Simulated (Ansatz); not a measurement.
**VBiO4: Electric field gradients**

The cell is an entry of the Crystallography Open Database (COD), ions relaxed with PBE at fixed cell.

Space group I4_1/amd:1 (No. 141); a = 7.3030, c = 6.5840 Å.

| site | Wyckoff | site symmetry | x | y | z |
| --- | --- | --- | --- | --- | --- |
| V | 4b | -4m2 | 0.0000 | 0.0000 | 0.5000 |
| Bi | 4a | -4m2 | 0.0000 | 0.5000 | 0.2500 |
| O | 16h | .m. | 0.5000 | 0.3183 | 0.8325 |

One atom of each set is listed; the run and its k-mesh use a cell of 12 atoms with edges of 6.12, 6.12, 6.12 Å.

Computed with Ansatz: DFT, PBE, plane waves and PAW, with spin–orbit coupling, 420 eV cutoff, Γ-centred 4×4×4 k-points, Fermi–Dirac smearing 0.02 eV.

C_Q = eQV_zz/h, which is 24.18 MHz for Q = 1 b and V_zz = 10²¹ V/m²; η = (V_xx − V_yy)/V_zz.

51V: I = 7/2, Q = -52.00 mb; ²⁰⁹Bi: I = 9/2, Q = -516.0 mb; ¹⁷O: I = 5/2, Q = -25.58 mb. Quadrupole moments are those of Pyykkö's year-2017 table.

```csv
site,atoms,first shell,"V_xx, V_yy, V_zz (10²¹ V/m²)",η,C_Q (MHz)
V,2,4 O at 1.73 Å,"1.53, 1.53, -3.05",0.00,3.84
Bi,2,8 O at 2.39–2.56 Å,"-7.15, -7.15, 14.30",0.00,-178
O,8,1 V at 1.73 Å; also 2 Bi at 2.39–2.56 Å,"0.75, 2.86, -3.61",0.58,2.23
```

An axis of threefold or higher order runs through V and Bi, so V_zz lies along it and η is zero.
